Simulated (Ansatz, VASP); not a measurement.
BAs: VASP beside Ansatz

INCAR

```
PREC = Accurate ; ENCUT = 520
EDIFF = 1E-6 ; ISMEAR = -1
SIGMA = 0.1 ; LREAL = F
LASPH = T ; NELM = 100
ALGO = Normal ; ISIF = 2
LWAVE = F ; LCHARG = F
GGA = CA ; NBANDS = 11
```

KPOINTS

```
regular mesh
0
Gamma
  17 17 17
```

POSCAR

```
BAs
1.0
    0.0000000000      2.1750952467      2.1750952467
    2.1750952467      0.0000000000      2.1750952467
    2.1750952467      2.1750952467      0.0000000000
B As
1 1
Direct
    0.0000000000      0.0000000000      0.0000000000
    0.5000000000      0.5000000000      0.5000000000
```

Input for Ansatz:

```yaml
crystal:
  lattice:
    - [0.0, 2.1750952467, 2.1750952467]
    - [2.1750952467, 0.0, 2.1750952467]
    - [2.1750952467, 2.1750952467, 0.0]
  atoms:
    - { symbol: B, position: [0.0, 0.0, 0.0] }
    - { symbol: As, position: [0.5, 0.5, 0.5] }
kpoints:
  mp_grid: { grid: [17, 17, 17] }
scf:
  occupations: { method: fermi_dirac, width: 0.1 }
hamiltonian:
  xc: lda
  pseudopotentials: { kind: all_electron, lapw: { basis_error: 0.001 } }
output:
  forces: true
  stress: true
  eigenvalues: true
  populations: true
```

Change from the starting cell: volume scaled by 0.88, LAPW.

Alike in both runs: task single point; functional LDA; k mesh 17 × 17 × 17; occupations fermi-dirac, width 0.1 eV; no spin polarisation.

```csv
,VASP,Ansatz
version,VASP 6.6.1,Ansatz 0.2.0
potentials or method,"VASP PAW LDA potentials, release 64 (B, As)","all-electron LAPW, scalar-relativistic"
plane-wave cutoff (eV),520,see its input
```

|  | VASP | Ansatz | Ansatz less VASP |
| --- | --- | --- | --- |
| pressure (GPa) | 25.9 | 24.5 | -1.34 |

Ansatz ran all-electron here, so the differences hold the error of VASP's frozen core and of both bases.

Caveats: so large a pressure means that the cell lies far from this level's equilibrium, or that cutoff or potentials fall short (VASP).
